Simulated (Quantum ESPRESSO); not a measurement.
## MnS under changes of volume

One of the cells (17.667 Å³/atom); the others are scaled copies at fixed shape and fractional positions:

```
Mn S
1.0
     0.00000    2.60450    2.60450
     2.60450    0.00000    2.60450
     2.60450    2.60450    0.00000
Mn S
1 1
Cartesian
  0.0000 0.0000 0.0000
  2.6045 2.6045 2.6045
```

* Program: Quantum ESPRESSO 7.5
* Functional: PBE
* Potentials or basis: SSSP 1.3 efficiency PBE
* Cutoff: 884 eV
* Density cutoff: 10612 eV
* k mesh: 9 × 9 × 9
* Occupations: fermi-dirac, width 0.05 eV
* Spin: collinear spin, ferromagnetic start
* Starting moments: [4.0, 0.0] μB

```csv
volume (Å³/atom),energy over the lowest point (meV/atom),pressure (GPa),moment (μB per cell)
16.607,0.43,0.6,4.56
16.961,0.00,-0.5,4.63
17.314,2.16,-1.7,4.68
17.667,6.91,-2.7,4.73
18.021,?,?,?
18.374,23.03,-4.6,4.81
18.727,34.12,-5.5,4.84
```

Problem. What does the run at 18.021 Å³/atom give?

Solution. Energy over the lowest point 13.92 meV/atom; pressure -3.7 GPa; moment 4.77 μB per cell.

Worked out: A Birch-Murnaghan fit of order 3 (a polynomial in V^(-2/3)) to the other rows has its minimum at 16.84 Å³/atom with B0 = V·E''(V) = 59 GPa (rough, since the energies scatter). It gives 13.91 meV/atom at 18.021 Å³/atom, against the run's 13.92, and -dE/dV = -3.7 GPa, against -3.7. A parabola through the other rows of the moment, of slope 0.112 μB per Å³/atom there, gives 4.77 μB, against the run's 4.77.

Energies are extrapolated to zero smearing.

Caveats: a cell with one magnetic atom can't hold antiferromagnetic order, which such compounds often take.
